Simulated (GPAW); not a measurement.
Input of a GPAW 26.7.0 run:

The input run.py:

```python
from ase import Atoms
from ase.eos import EquationOfState
from ase.io import Trajectory
from ase.units import GPa
from gpaw import GPAW, PW

atoms = Atoms(['Ge', 'Ge', 'Ge', 'Ge', 'Ge', 'Ge', 'Ge', 'Ge', 'Ge', 'Ge', 'Ge', 'Ge'],
              cell=[[5.93, 0.0, 0.0],
                    [0.0, 5.93, 0.0],
                    [0.0, 0.0, 6.98]],
              scaled_positions=[[0.375, 0.1667, 0.75],
                                [0.3333, 0.875, 0.5],
                                [0.625, 0.8333, 0.25],
                                [0.6667, 0.125, 0.0],
                                [0.875, 0.3333, 0.5],
                                [0.8333, 0.625, 0.75],
                                [0.125, 0.6667, 0.0],
                                [0.1667, 0.375, 0.25],
                                [0.575, 0.425, 0.25],
                                [0.925, 0.925, 0.5],
                                [0.425, 0.575, 0.75],
                                [0.075, 0.075, 0.0]],
              pbc=True)

traj = Trajectory('eos.traj', 'w')
volumes, energies = [], []
for x in [0.94, 0.96, 0.98, 1.0, 1.02, 1.04, 1.06]:
    a = atoms.copy()
    a.set_cell(atoms.cell * x**(1 / 3), scale_atoms=True)
    calc = GPAW(mode=PW(600),
                xc='LDA',
                kpts={'size': (3, 3, 3), 'gamma': True},
                occupations={'name': 'fermi-dirac', 'width': 0.05},
                nbands=46,
                convergence={'density': 1e-05, 'energy': 1e-05},
                maxiter=150,
                txt=f'eos-{x:.2f}.txt')
    a.calc = calc
    energies.append(a.get_potential_energy(force_consistent=True))
    volumes.append(a.get_volume())
    p = -a.get_stress()[:3].mean() / GPa
    calc.write(f'eos-{x:.2f}.gpw')
    traj.write(a)
    print(f'{x:.2f} {volumes[-1]:10.4f} A^3 {energies[-1]:14.6f} eV {p:9.3f} GPa', flush=True)

v0, e0, B = EquationOfState(volumes, energies, eos='birchmurnaghan').fit()
print(f'V0 = {v0:.4f} A^3, E0 = {e0:.6f} eV, B0 = {B / GPa:.2f} GPa')
```

Potentials or basis: the program's PAW data sets (release 1.2.1) made for this functional, pw.

Run with:

```console
$ OMP_NUM_THREADS=1 python run.py
```

Q: Predict the bulk modulus at fixed shape and positions.

A: 79 GPa.

Q: What does it give for the equilibrium volume?

A: 20.12 Å³/atom.

Q: Estimate the pressure derivative of the bulk modulus.

A: 5.3.

Energy against volume, from the lowest point:
| volume (Å³/atom) | energy (meV/atom) |
| --- | --- |
| 19.227 | 10.61 |
| 19.636 | 2.93 |
| 20.045 | 0.00 |
| 20.454 | 1.26 |
| 20.863 | 6.22 |
| 21.272 | 14.43 |
| 21.682 | 25.48 |

Caveat: the cell was scaled at fixed shape and fractional positions, which overstates the stiffness of a crystal with free parameters, most of all of layers and chains.
